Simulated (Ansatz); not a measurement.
## SnO2 under changes of volume

One of the cells (11.371 Å³/atom); the others are scaled copies at fixed shape and fractional positions:

```xyz
3
Lattice="0.0000 2.5741 2.5741 2.5741 0.0000 2.5741 2.5741 2.5741 0.0000" Properties=species:S:1:pos:R:3 pbc="T T T"
Sn    0.0000    0.0000    0.0000
O     3.8612    3.8612    3.8612
O     1.2871    1.2871    1.2871
```

Measurements of this composition are mostly on another form, of space group No. 136.

- Program: Ansatz 0.2.0
- Functional: r2SCAN
- Potentials or basis: Ansatz PAW
- Cutoff: 500 eV (not typed: the program's choice for these potentials)
- k mesh: 9 × 9 × 9
- Occupations: fermi-dirac, width 0.05 eV
- Spin: no spin polarisation

| volume (Å³/atom) | energy over the lowest point (meV/atom) | pressure (GPa) | gap on the mesh (eV) |
| --- | --- | --- | --- |
| 10.689 | ? | ? | ? |
| 10.916 | 0.00 | -1.5 | 0.85 |
| 11.144 | 5.31 | -5.9 | 0.64 |
| 11.371 | 16.40 | -9.7 | 0.43 |
| 11.599 | 32.60 | -13.0 | 0.23 |
| 11.826 | 53.18 | -15.9 | none |
| 12.054 | 77.68 | -18.6 | none |

Problem. What does the run at 10.689 Å³/atom give?

Solution. Energy over the lowest point 1.21 meV/atom; pressure 3.3 GPa; gap on the mesh 1.08 eV.

Worked out: A Birch-Murnaghan fit of order 3 (a polynomial in V^(-2/3)) to the other rows has its minimum at 10.85 Å³/atom, just outside them, with B0 = V·E''(V) = 232 GPa and B' = 5.4. It gives 1.35 meV/atom at 10.689 Å³/atom, against the run's 1.21, and -dE/dV = 3.5 GPa, against 3.3.

Energies are extrapolated to zero smearing.

Caveats: the PAW data sets come from PBE, with cores solved anew for the run's functional, which leaves a small shift of forces and pressure; odd divisions of the mesh miss points on the zone boundary, where band edges often lie, so the gap on the mesh can be too wide (some runs); spin-orbit coupling is left out, which moves the levels of the heavy elements (some runs).

A mesh can miss the band edges.

A gap of «none» marks a metal or a gap under the smearing width.
